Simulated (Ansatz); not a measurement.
Here is an Ansatz 0.2.0 calculation.

input.yaml

```yaml
crystal:
  lattice:
    - [2.67, 0.0, 0.0]
    - [-1.335, 2.3122878281, 0.0]
    - [0.0, 0.0, 4.966]
  atoms:
    - { symbol: Zn, position: [0.6666666667, 0.3333333333, 0.75] }
    - { symbol: Zn, position: [0.3333333333, 0.6666666667, 0.25] }
hamiltonian:
  xc: pbesol
  pseudopotentials: { kind: paw }
  dispersion: d4
kpoints:
  mp_grid: { grid: [11, 11, 6] }
scf:
  occupations: { method: fermi_dirac, width: 0.05 }
output:
  forces: true
  stress: true
  eigenvalues: true
relax:
  f_tol: 0.01
  max_steps: 40
  cell: { stress_tol: 0.05 }
```

Potentials or basis: Ansatz PAW.

Run with:

```bash
$ ansatz run input.yaml --threads 2 --pin off --max-ram 5632MiB --backend cpu --events-out ev --progress --plain --runs-dir out
```

What does it give for the space group after relaxing (to 0.05 Å)?

P6_3/mmc (No. 194).

Predict the relaxed cell.

a = 2.673 Å, b = 2.673 Å, c = 4.410 Å, α = 90.00°, β = 90.00°, γ = 120.00°.

What does it give for the relaxed volume?

13.64 Å³/atom.

The path:
```
step  energy change (eV)  largest force (eV/Å)  volume (Å³)
   1              0.0000                0.0000        30.66
   2             -0.0857                0.0000        28.04
   3             -0.0941                0.0000        26.90
   4             -0.1011                0.0000        26.83
   5             -0.1064                0.0000        26.73
   6             -0.1097                0.0000        27.33
   7             -0.1099                0.0000        27.34
   8             -0.1101                0.0000        27.30
   9             -0.1087                0.0000        27.30
  10             -0.1087                0.0000        27.28
  11             -0.1087                0.0000        27.28
```

Caveat: the plane-wave basis is chosen anew once the cell has moved, so the energies of steps on either side of that aren't comparable; pairwise dispersion overbinds metals, which lowers pressure and volume; the PAW data sets come from PBE, with cores solved anew for the run's functional, which leaves a small shift of forces and pressure.
